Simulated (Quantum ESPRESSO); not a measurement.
HfN:

```
Hf N
1.0
     3.43321    0.00000    0.00000
    -1.71660    2.97324    0.00000
     0.00000    0.00000    3.96982
Hf N
1 1
Direct
  0.00000 0.00000 0.50000
  0.00000 0.00000 0.00000
```

The cell was built by a generator and needn't be a form met in nature.

* Program: Quantum ESPRESSO 7.5
* Task: Wannier functions
* Functional: PBEsol
* Potentials or basis: PseudoDojo 0.4.1 SR PBEsol standard
* Cutoff: 1143 eV
* Density cutoff: 4572 eV
* k mesh: 7 × 7 × 6
* Occupations: fermi-dirac, width 0.05 eV
* Spin: no spin polarisation
* Iterations: 0
* Mixing beta: 0.5
* Most SCF iterations: 120
* SCF threshold: 4e-10 Ry
* k mesh for the Wannier functions: 5 × 5 × 4
* Projections: Hf spd, N sp

Start: atomic projections with disentanglement, frozen window up to 1.0 eV over the reference level; the lowest 4 bands are left out; no minimisation of the spread. The reference level is the Fermi level, or the middle of the gap.

Question: With atomic projections with disentanglement, how many functions result, how localised are they, and how well do they interpolate the bands?

Answer: 13 functions with spreads from 0.65 to 3.08 Å², 21.1 Å² in all; they miss the direct bands by 12 meV (root mean square).

Wannier functions:
| function | nearest atom | distance (Å) | spread (Å²) | on-site energy from the reference level (eV) |
| --- | --- | --- | --- | --- |
| 1 | 1 Hf | 0.00 | 2.58 | 7.08 |
| 2 | 1 Hf | 0.00 | 3.08 | 13.08 |
| 3 | 1 Hf | 0.00 | 2.95 | 10.21 |
| 4 | 1 Hf | 0.00 | 2.96 | 10.21 |
| 5 | 1 Hf | 0.00 | 1.05 | 5.80 |
| 6 | 1 Hf | 0.00 | 1.46 | 3.83 |
| 7 | 1 Hf | 0.00 | 1.46 | 3.83 |
| 8 | 1 Hf | 0.00 | 1.36 | 3.16 |
| 9 | 1 Hf | 0.00 | 1.36 | 3.16 |
| 10 | 2 N | 0.00 | 0.65 | -10.18 |
| 11 | 2 N | 0.00 | 0.69 | 0.39 |
| 12 | 2 N | 0.00 | 0.75 | 0.14 |
| 13 | 2 N | 0.00 | 0.74 | 0.14 |

Parts of the spread (Å²): invariant 12.46, diagonal 0.000, off-diagonal 8.63, total 21.09. Against the direct bands the interpolation misses by 12 meV (root mean square) and 75 meV at most, for states up to 1 eV over the reference level.

Caveat: the k mesh is coarse; spin-orbit coupling is left out, which moves the levels of the heavy elements.
